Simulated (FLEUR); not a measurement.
# C under changes of volume

One of the cells (5.672 Å³/atom); the others are scaled copies at fixed shape and fractional positions:

```
C
1.0
     2.52210    0.00000    0.00000
    -1.26105    2.18420    0.00000
     0.00000    0.00000    8.23710
C
8
Direct
  0.66667 0.33333 0.84375
  0.33333 0.66667 0.34375
  0.66667 0.33333 0.65625
  0.33333 0.66667 0.15625
  0.00000 0.00000 0.90625
  0.00000 0.00000 0.40625
  0.00000 0.00000 0.59375
  0.00000 0.00000 0.09375
```

This is a hexagonal form of diamond, not graphite.

| Item | Value |
| --- | --- |
| Program | FLEUR MaX-R8.1 (later development tree) |
| Functional | LDA |
| Potentials or basis | all-electron |
| Basis | FLAPW |
| Kmax | 5.5 1/bohr |
| k mesh | 12 × 12 × 4 |
| Occupations | fermi-dirac, width 0.05 eV |
| Spin | no spin polarisation |

```tsv
volume (Å³/atom)	energy over the lowest point (meV/atom)	gap on the mesh (eV)
5.332	7.95	4.54
5.445	0.00	4.48
5.672	5.13	4.38
5.899	?	?
6.012	56.42	4.23
```

Question: What does the run at 5.899 Å³/atom give?

Answer: Energy over the lowest point 34.21 meV/atom; gap on the mesh 4.28 eV.

Worked out: A Birch-Murnaghan fit of order 2 (a polynomial in V^(-2/3)) to the other rows has its minimum at 5.51 Å³/atom with B0 = V·E''(V) = 473 GPa at fixed shape and positions, which overstates the stiffness. It gives 34.35 meV/atom at 5.899 Å³/atom, against the run's 34.21. A straight line through the other rows of the gap, of slope -2.56 eV per unit of ln V, gives 4.28 eV, against the run's 4.28.

Energies are extrapolated to zero smearing.

A mesh can miss the band edges.
